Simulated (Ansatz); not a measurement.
TaN:

```
Ta N
1.0
     2.93800    0.00000    0.00000
    -1.46900    2.54438    0.00000
     0.00000    0.00000    2.88300
Ta N
1 1
Cartesian
  0.0000 0.0000 1.4415
  1.4690 0.8481 0.0000
```

Base run:

| Quantity | Value |
| --- | --- |
| Program | Ansatz 0.2.0 |
| Functional | PBEsol |
| Potentials or basis | all-electron LAPW, scalar-relativistic |
| Cutoff | 350 eV |
| Density cutoff | 1399 eV |
| Basis error allowed | 0.001 eV/atom |
| k mesh | 10 × 10 × 9 |
| Occupations | fermi-dirac, width 0.05 eV |
| Spin | no spin polarisation |

Its results: band gap on the k mesh none (metal or under the smearing width); pressure -4.8 GPa.

After a change of settings the same cell gave: band gap on the k mesh none (metal or under the smearing width); pressure 4.2 GPa. Which change was it?
A. hubbard terms from none to Ta d U = 4 eV
B. occupations from fermi-dirac, width 0.05 eV to gaussian, width 0.02 eV
C. functional from PBEsol to LDA; occupations from fermi-dirac, width 0.05 eV to gaussian, width 0.02 eV
D. hubbard terms from none to Ta d U = 8 eV

D.

Caveats: U is the effective U less J, on atomic orbitals that reach past the spheres (some runs); U without spin polarisation on a metal has little footing (some runs).

Not every run made on this cell is shown here.
